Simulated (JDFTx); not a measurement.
Set up this calculation in JDFTx 1.7.0 (patched build), as the native input.

```yaml
Task: band structure
Functional: PBE
Potentials_or_basis: PseudoDojo-SR-PBE-0.5-standard
Cutoff: 1333 eV
Density_cutoff: 10667 eV
k_mesh: 11 × 11 × 11
Occupations: fermi-dirac, width 0.05 eV
Spin: collinear spin, ferromagnetic start
Starting_moments: "[1.0, 0.0] μB"
Band_ratio_of_the_Davidson_solver: 1.3
Density_cutoff_over_wavefunction_cutoff: 8
Max_SCF_steps: 30
SCF_threshold_on_the_energy: 1e-06 Ha
Solver_of_the_electrons: minimize
Further_solve_for_the_empty_bands: no
Start: density of an earlier self-consistent run, held fixed
Path: G-X-W-K-G-L-U-W-L-K-U-X
```

The system is NiO.

```
Ni O
1.0
     0.00000    2.08590    2.08590
     2.08590    0.00000    2.08590
     2.08590    2.08590    0.00000
Ni O
1 1
Cartesian
  0.0000 0.0000 0.0000
  2.0859 2.0859 2.0859
```

These files were run (other wordings do the same):

bands.in

```
lattice \
    0.0000000000     3.9417828252     3.9417828252 \
    3.9417828252     0.0000000000     3.9417828252 \
    3.9417828252     3.9417828252     0.0000000000
coords-type Lattice
ion Ni     0.0000000000     0.0000000000     0.0000000000 1
ion O      0.5000000000     0.5000000000     0.5000000000 1

ion-species pseudo/Ni.upf
ion-species pseudo/O.upf
elec-cutoff 49 392
elec-ex-corr gga-PBE
elec-smearing Fermi 0.0018374661
elec-n-bands 19
spintype z-spin
initial-magnetic-moments Ni 1
elec-initial-magnetization 1.83054 yes
electronic-minimize nIterations 30 energyDiffThreshold 1e-06
davidson-band-ratio 1.3
forces-output-coords Cartesian
include path.kpoints
symmetries none
fix-electron-density run.$VAR

dump-name bands.$VAR
dump End Ecomponents EigStats BandEigs Kpoints Forces
```

path.kpoints

```
kpoint +0.0000000000 +0.0000000000 +0.0000000000 0.020000000000
kpoint +0.0714285714 +0.0000000000 +0.0714285714 0.020000000000
kpoint +0.1428571429 +0.0000000000 +0.1428571429 0.020000000000
kpoint +0.2142857143 +0.0000000000 +0.2142857143 0.020000000000
kpoint +0.2857142857 +0.0000000000 +0.2857142857 0.020000000000
kpoint +0.3571428571 +0.0000000000 +0.3571428571 0.020000000000
kpoint +0.4285714286 +0.0000000000 +0.4285714286 0.020000000000
kpoint +0.5000000000 +0.0000000000 +0.5000000000 0.020000000000
kpoint +0.5000000000 +0.0833333333 +0.5833333333 0.020000000000
kpoint +0.5000000000 +0.1666666667 +0.6666666667 0.020000000000
kpoint +0.5000000000 +0.2500000000 +0.7500000000 0.020000000000
kpoint +0.4375000000 +0.3125000000 +0.7500000000 0.020000000000
kpoint +0.3750000000 +0.3750000000 +0.7500000000 0.020000000000
kpoint +0.3281250000 +0.3281250000 +0.6562500000 0.020000000000
kpoint +0.2812500000 +0.2812500000 +0.5625000000 0.020000000000
kpoint +0.2343750000 +0.2343750000 +0.4687500000 0.020000000000
kpoint +0.1875000000 +0.1875000000 +0.3750000000 0.020000000000
kpoint +0.1406250000 +0.1406250000 +0.2812500000 0.020000000000
kpoint +0.0937500000 +0.0937500000 +0.1875000000 0.020000000000
kpoint +0.0468750000 +0.0468750000 +0.0937500000 0.020000000000
kpoint +0.0000000000 +0.0000000000 +0.0000000000 0.020000000000
kpoint +0.0833333333 +0.0833333333 +0.0833333333 0.020000000000
kpoint +0.1666666667 +0.1666666667 +0.1666666667 0.020000000000
kpoint +0.2500000000 +0.2500000000 +0.2500000000 0.020000000000
kpoint +0.3333333333 +0.3333333333 +0.3333333333 0.020000000000
kpoint +0.4166666667 +0.4166666667 +0.4166666667 0.020000000000
kpoint +0.5000000000 +0.5000000000 +0.5000000000 0.020000000000
kpoint +0.5250000000 +0.4500000000 +0.5250000000 0.020000000000
kpoint +0.5500000000 +0.4000000000 +0.5500000000 0.020000000000
kpoint +0.5750000000 +0.3500000000 +0.5750000000 0.020000000000
kpoint +0.6000000000 +0.3000000000 +0.6000000000 0.020000000000
kpoint +0.6250000000 +0.2500000000 +0.6250000000 0.020000000000
kpoint +0.5625000000 +0.2500000000 +0.6875000000 0.020000000000
kpoint +0.5000000000 +0.2500000000 +0.7500000000 0.020000000000
kpoint +0.5000000000 +0.2916666667 +0.7083333333 0.020000000000
kpoint +0.5000000000 +0.3333333333 +0.6666666667 0.020000000000
kpoint +0.5000000000 +0.3750000000 +0.6250000000 0.020000000000
kpoint +0.5000000000 +0.4166666667 +0.5833333333 0.020000000000
kpoint +0.5000000000 +0.4583333333 +0.5416666667 0.020000000000
kpoint +0.5000000000 +0.5000000000 +0.5000000000 0.020000000000
kpoint +0.4791666667 +0.4791666667 +0.5416666667 0.020000000000
kpoint +0.4583333333 +0.4583333333 +0.5833333333 0.020000000000
kpoint +0.4375000000 +0.4375000000 +0.6250000000 0.020000000000
kpoint +0.4166666667 +0.4166666667 +0.6666666667 0.020000000000
kpoint +0.3958333333 +0.3958333333 +0.7083333333 0.020000000000
kpoint +0.3750000000 +0.3750000000 +0.7500000000 0.020000000000
kpoint +0.6250000000 +0.2500000000 +0.6250000000 0.020000000000
kpoint +0.5833333333 +0.1666666667 +0.5833333333 0.020000000000
kpoint +0.5416666667 +0.0833333333 +0.5416666667 0.020000000000
kpoint +0.5000000000 +0.0000000000 +0.5000000000 0.020000000000
```

Potentials or basis: PseudoDojo-SR-PBE-0.5-standard.

Command:

```console
$ jdftx -c 1 -i bands.in -o bands.out
```

It gave:

The band gap along the path is none (metal or under the smearing width).

Caveat: semilocal functionals often make such compounds metallic where correlation or magnetic order opens a gap, which also shifts bond lengths.

It took 38 s on 1 thread of Arm Neoverse V1, with other jobs on the host, peak memory 0.13 GiB.
